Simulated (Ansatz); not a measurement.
## A film clamped to a substrate in PbS

All numbers below come from DFT PBE+D3(BJ), scalar-relativistic, plane waves, PAW in Ansatz. The runs took a 420 eV cutoff, a Γ-centred 10×10×10 mesh and Gaussian smearing (0.03 eV). Spin–orbit coupling is left out, which matters for the heavy elements here. No spin polarisation. Energies are free energies at this smearing, counted from the undisturbed cell; pressure is positive in compression.

Zero of the scan (as given, not relaxed at this level; it stands at 0.1 GPa):

```xyz
2
Lattice="0.0000 2.9650 2.9650 2.9650 0.0000 2.9650 2.9650 2.9650 0.0000" Properties=species:S:1:pos:R:3 pbc="T T T"
Pb    0.0000    0.0000    0.0000
S     2.9650    2.9650    2.9650
```

The cell (2 atoms, V0 = 52.13 Å³) is strained by p along both x and y and by q along z, fractional coordinates fixed. τp = (1/V0) ∂E/∂p = (σxx + σyy)(1 + p)(1 + q) and τq = (1/V0) ∂E/∂q = σzz(1 + p)², with tension positive.

```csv
p,q,ΔE (meV/atom),τp (GPa),τq (GPa)
0.000,0.000,0.00,-0.25,-0.12
-0.025,0.000,18.88,-9.46,-0.80
0.025,0.000,13.73,6.64,0.59
0.000,-0.025,8.74,-0.95,-4.39
0.000,0.025,6.15,0.46,2.98
```

Get the second derivatives of the energy density.

Central differences give A = ∂τp/∂p = 322 GPa (C11 + C22 + 2 C12), C = ∂τq/∂q = 147 GPa (C33) and the cross term B = ∂τq/∂p = 28.0 GPa (C13 + C23); ∂τp/∂q = 28.3 GPa must equal B, and any difference shows higher-order terms. The ions are clamped. In a cubic crystal C11 = C = 147, C12 = B/2 = 14.0 GPa and A should be 2(C11 + C12) = 323 GPa; the bulk modulus is (C11 + 2 C12)/3 = 58 GPa.

A film of this crystal grows with z along the normal on a substrate that imposes p. How does its thickness respond, and what does the misfit cost?

Count p and q from the stress-free cell. A free surface needs τq = 0, so q = −(B/C) p = -0.19 p. The energy density left is (A − B²/C) p²/2 = M p², with the biaxial modulus M = 158 GPa; a misfit of 1 % costs 2.58 meV/atom, against 2.62 meV/atom if the thickness were held.

At p = 0.050 the energies along q are 77.0 (q = -0.050), 54.1 (q = -0.025), 50.0 (q = 0.000), 55.4 (q = 0.025), 67.0 (q = 0.050) meV/atom.

Does the linear rule hold at this misfit?

A parabola through the lowest point and its neighbours has its minimum at q = -0.002, 50.0 meV/atom. With the stress left in the starting cell, τp0 and τq0, linear elasticity gives q = −(τq0 + Bp)/C = -0.009 and E = V0(τp0 p + τq0 q + Ap²/2 + Bpq + Cq²/2)/N = 62.6 meV/atom. The energies differ by more than a tenth, so the quadratic law fails here: the gap holds the anharmonic part, with some error from the wide steps. Cubic terms also shift the vertex of so wide a parabola.